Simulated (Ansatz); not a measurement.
Computed with Ansatz on PBE0-D4/def2-TZVP structures; ΔE is electronic, products minus reactants. CBS: MP2 limit from def2 TZ/QZ plus the TZ coupled-cluster correction, frozen cores. This one scheme is used for every species. Functionals use def2-TZVPP. HSE06 is defined as in plane-wave codes. def2 core potentials past Kr. For I, Sn outer-core shells are correlated without core-valence functions, which leaves a few kJ/mol of doubt a bond.

Reaction (formal exchange of groups at the Sn–I bond): `[F][SnH2][I]` + `FC(F)F` → `[F][SnH2][C](F)(F)F` + HI

`[F][SnH2][I]`:

Z-matrix (Å, degrees):
```
Sn
F 1 1.918
I 1 2.658 2 105.7
H 1 1.697 2 105.3 3 117.0
H 1 1.697 2 105.3 3 -117.0
```

`FC(F)F`:

Cartesian coordinates in Å:
```
F 1.297 -0.178 -0.079
C -0.027 -0.044 -0.032
F -0.411 -0.091 1.242
F -0.349 1.150 -0.526
H -0.511 -0.837 -0.605
```

`[F][SnH2][C](F)(F)F`:

Cartesian coordinates in Å:
```
F 1.679 1.493 0.701
Sn 0.595 -0.076 0.899
C -0.682 -0.040 -0.895
F -1.451 1.054 -0.951
F -1.508 -1.105 -0.900
F 0.029 -0.088 -2.028
H -0.322 0.158 2.308
H 1.661 -1.396 0.865
```

HI:

Z-matrix (Å, degrees):
```
I
H 1 1.610
```

```tsv
level	ΔE (kJ/mol)
revPBE-D4	149.4
HSE06-D4	166.3
B2PLYP	165.2
SCS-MP2/def2-TZVPP	168.0
```

Task: What does CCSD(T)/CBS give? (Estimate.)

Result: Ansatz gave: +169.9 kJ/mol. The listed levels differ from it by -20.5, -3.6, -4.7, -1.9 kJ/mol.

Largest T1 diagnostic among the species: 0.014.

From r2SCAN to r2SCAN0 (25 % exact exchange), in def2-TZVPP and without D4, ΔE moves by +9.8 kJ/mol. Leaving LDA and LC-ωPBE aside and taking each functional with its dispersion term where it has one, the values, not all of them listed here, spread over 27.3 kJ/mol, from BLYP-D4 to BHLYP-D4. LDA lies −4.9 kJ/mol from PBE without D4.

CCSD(T)/CBS has its own doubt, a few kJ/mol and more with outer-core shells, so smaller differences from it don't rank the levels.
